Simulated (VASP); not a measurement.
# Ag: relaxation of the atoms with PBE+D3(BJ)

Ag, a slab with vacuum:

```
Ag
1.0
     1.45234    2.51552    0.00000
    -2.90468    0.00000    0.00000
     0.00000    0.00000   29.61796
Ag
4
Direct
  0.66667 0.33333 0.38243
  0.33333 0.66667 0.46081
  0.00000 0.00000 0.53919
  0.66667 0.33333 0.61757
```

The cell was built by a generator and needn't be a form met in nature.

- Program: VASP 6.6.1
- Task: relaxation of the atoms
- Functional: PBE
- Dispersion: D3(BJ)
- Potentials or basis: VASP PAW PBE potentials, release 64 (Ag)
- Cutoff: 520 eV
- k mesh: 13 × 13 × 1
- Occupations: methfessel-paxton, width 0.1 eV
- Spin: no spin polarisation
- Dipole correction: yes
- Further INCAR settings: ALGO = Fast; EDIFF = 1e-06; IBRION = 2; EDIFFG = -0.02; NSW = 90

- Energy gained by relaxing: 0.7 meV/atom
- Ionic steps: 9
- Largest force after relaxing: 0.007 eV/Å
- Band gap on the k mesh: none (metal or under the smearing width)
- Dispersion energy per atom: -0.445 eV

Forces on the atoms (eV/Å):
```
Ag   0.000  0.000  0.007
Ag   0.000  0.000 -0.001
Ag   0.000  0.000  0.001
Ag   0.000  0.000 -0.007
```

Step by step:
```csv
step,energy change (eV),largest force (eV/Å),pressure (GPa)
1,0.0000,0.0831,-0.50
2,-0.0006,0.0596,-0.53
3,-0.0016,0.0475,-0.61
4,-0.0015,0.1085,-0.74
5,-0.0019,0.0694,-0.66
6,-0.0018,0.0897,-0.70
7,-0.0019,0.0774,-0.68
8,-0.0024,0.0417,-0.71
9,-0.0027,0.0069,-0.75
```

Final structure:
```xyz
4
Lattice="1.4523 2.5155 0.0000 -2.9047 0.0000 0.0000 0.0000 0.0000 29.6180" Properties=species:S:1:pos:R:3 pbc="T T T"
Ag    0.0000    1.6770   11.2934
Ag   -1.4523    0.8385   13.6386
Ag    0.0000    0.0000   15.9794
Ag    0.0000    1.6770   18.3246
```

Levels at points of the mesh, in eV from the Fermi level:
```tsv
k point	band 20	band 21	band 22	band 23	band 24	band 25
(0.00, 0.00, 0.00)	-3.17	-3.17	-2.97	-2.97	-0.84	0.38
```

It took 9.1 min on 1 thread of AMD EPYC 7R13 Processor (Zen 3), with other jobs on the host, peak memory 0.39 GiB.
